A force model for rhodium that is meant to predict stress or thermal expansion must be fitted to something, and the practical decision is whether an energy curve is enough. The table holds such a curve, calculated with density functional theory, together with the pressure at each point. The energies alone accept a model that gives less than a third of the pressure. The reason lies in what an energy curve can and cannot reveal.

Fcc Rh (a = 3.830 Å) with one normal mode frozen into a two-atom cell of fixed shape and volume, calculated with Ansatz 0.2.0 (plane-wave PAW, PBE, scalar-relativistic, no spin polarisation). Cutoff 420 eV, Γ-centred 22×22×16 k mesh, Gaussian smearing 0.15 eV. Energies are free energies relative to the undisturbed cell, forces are summed over both atoms, and pressure is positive in compression.

```
amplitude (Å of the largest displacement)  energy change (meV a cell)  force along mode (eV/Å)  pressure (GPa)
                                     -0.3                      1136.0                    7.316           23.62
                                    -0.15                       279.7                    3.810            6.02
                                        0                         0.0                    0.000            0.09
                                   0.0375                        17.1                   -0.913            0.46
                                    0.075                        68.8                   -1.847            1.57
                                   0.1125                       155.8                   -2.804            3.42
                                   0.1875                       441.9                   -4.840            9.40
                                    0.225                       641.6                   -5.792           13.51
                                   0.2625                       874.8                   -6.614           18.29
```

Picture the crystal as a stack of square atomic planes, each resting in the hollows of the one below. In this vibration neighbouring planes slide in opposite directions along a cubic axis, so that their relative shift is twice the amplitude x. The volume stays fixed, but the sliding lowers the cubic symmetry of the crystal at rest. Sliding left or right gives the same crystal, so the rows with negative x belong to the same curve as the others.

For each atom the slide shortens two contacts with the adjoining planes, lengthens two, and lengthens four others slightly. At x = 0.3 Å the closest contact has shrunk by 14 %, from 2.71 to 2.32 Å. Yet the energy stays close to a parabola: energy change divided by x² rises by only about 4 % between the smallest and the largest displacement. The question is what kind of force gives so plain a curve under such a squeeze.

A first answer looks at the planes as a whole. After a relative shift of one cubic edge a they fit together again, so the energy must repeat, and the simplest repeating curve is a single cosine:

E = A [1 − cos(4πx/a)]

Here E is the energy change and A sets the height. Such a curve bends over from the start, and its E/x² falls by about 8 % over the range in which the computed value rises by 4 %. The periodicity is real, but one smooth wave is too crude a form for it.

The tempting answer is repulsion between atoms pushed too close together. Let φ be the energy of one contact of length r, with r₀ its length at rest, B its strength and ρ the distance over which it falls by a factor e:

φ(r) = B exp[−(r − r₀)/ρ]

E = 2φ(short) + 2φ(long) + 4φ(slightly long) − 8φ(r₀)

The counts are those for the two-atom cell. Contacts within a plane don't change, and neither do the second-neighbour distances. The cohesion of the metal is taken to depend on volume alone, so it drops out of the energy change.

A least-squares fit of B and ρ to the energies of all nine rows gives B ≈ 1.07 eV and ρ ≈ 0.43 Å, with a typical error of 2.4 meV. Its E/x² rises by only about 1 % over the range, so it misses most of the slight stiffening. A plain parabola, fitted to the same rows with one constant, does nearly as well at 2.8 meV. When each row in turn is left out and predicted from the others, the parabola does better. The energies therefore allow the repulsion law but give no reason to prefer it.

The pressure provides a test that the fit has not seen. It is the mean of the stresses along the three cubic axes, which are far from equal once the planes have slid. Each contact pushes outwards with a strength set by the slope of φ, so the fitted law fixes the pressure that the displacement adds. A cohesion that depends only on volume contributes equally to every row and cancels once the pressure at rest is subtracted. At 0.3 Å the law gives 7.3 GPa, whereas the calculation gives 23.5 GPa. The fraction is close to three tenths in every displaced row, so the failure is already there at small amplitude.

A steeper repulsion would push harder. With ρ = 0.20 Å, a trial value chosen to suit the pressure at small amplitude, the ratio of pressure to energy comes out right. But the shortened contacts then cost so much that E/x² rises by 25 % over the range, against the computed 4 %. One fixed exponential law cannot serve both columns: the energies ask for a gentle repulsion and the pressure for a steep one.

The third answer is a spring whose stiffness depends on volume. Symmetry explains why this dependence stays hidden in the energy curve. Since x and −x are equivalent, a term in x³ is forbidden, and the first departure from a parabola can appear only as x⁴. A term that joins x² to a change of volume is allowed, however. It leaves no mark on a curve taken at fixed volume, but it appears in full in the pressure, which should then grow as x², as it very nearly does.

To put a number on it, write the energy with a stiffness K that depends on the volume V:

E = ½ K(V) x²

When the crystal is compressed uniformly, the displacement shrinks with the cell, so x varies as the cube root of V. The vibration frequency varies as the square root of K. Its relative rise per relative loss of volume is the mode Grüneisen parameter γ. Differentiating E with respect to V gives, for the added pressure P,

PV/E = 2γ − 2/3

Take the row at −0.15 Å. The added pressure is 6.02 − 0.09 = 5.93 GPa, and the cell of two atoms has V = 2 × 14.05 = 28.1 Å³. Since 1 eV/Å³ is 160.2 GPa, PV = 5.93 × 28.1/160.2 = 1.04 eV. Dividing by E = 0.280 eV gives 3.7, and hence γ = 3.7/2 + 1/3 ≈ 2.2. Compressing the crystal by 1 % in volume thus raises the frequency of this vibration by about 2.2 %.

The same formula gives γ between about 2.1 and 2.2 in every displaced row, so one volume-dependent spring describes both energy and pressure to within a few per cent. Since γ is read from the pressure itself, this measures the coupling without explaining where it comes from. The separate stresses of the same runs say more than their mean. For any convex repulsion between nearest neighbours, the added stress along the stacking axis is expected at small amplitude to exceed that along the slide by more than 2E/V. Letting the strength change with density would add equally to all three stresses and leave this difference alone. At 0.075 Å the two added stresses are 2.66 and 2.33 GPa, a difference of 0.33 GPa where 2E/V is 0.78 GPa. Repulsion between neighbours, fixed or scaled with density, is therefore not enough. Forces of longer range, or bonding that depends on the whole surroundings of an atom, remain possible, and these runs can't separate them.

The spring also misses a finer feature. The force along the mode divided by x grows in size by 6 % up to 0.1875 Å and then falls back by about as much at 0.3 Å. Periodicity makes this ratio fall sooner or later, but other outputs of the runs turn in the same range. The stress along the third axis is a growing tension up to 0.1875 Å, then weakens and has become a compression at 0.3 Å. The gap between the zero-smearing estimate of the energy change and the free-energy change, which follows the density of states at the Fermi level, rises to 6.1 meV at 0.2625 Å and drops to 5.4 meV at 0.3 Å. A change in the electronic states near the Fermi level is thus a plausible cause but not a shown one, and no denser k mesh was tried to test whether the feature persists.

For the force model, the decision follows from the symmetry. Wherever a displacement and its reverse are equivalent, a nearly parabolic energy curve is no evidence that the crystal will expand little on heating. The fit needs pressures as well, or energy curves at several volumes. Thermal expansion also needs the other vibrations of the crystal, since γ here belongs to one of them.
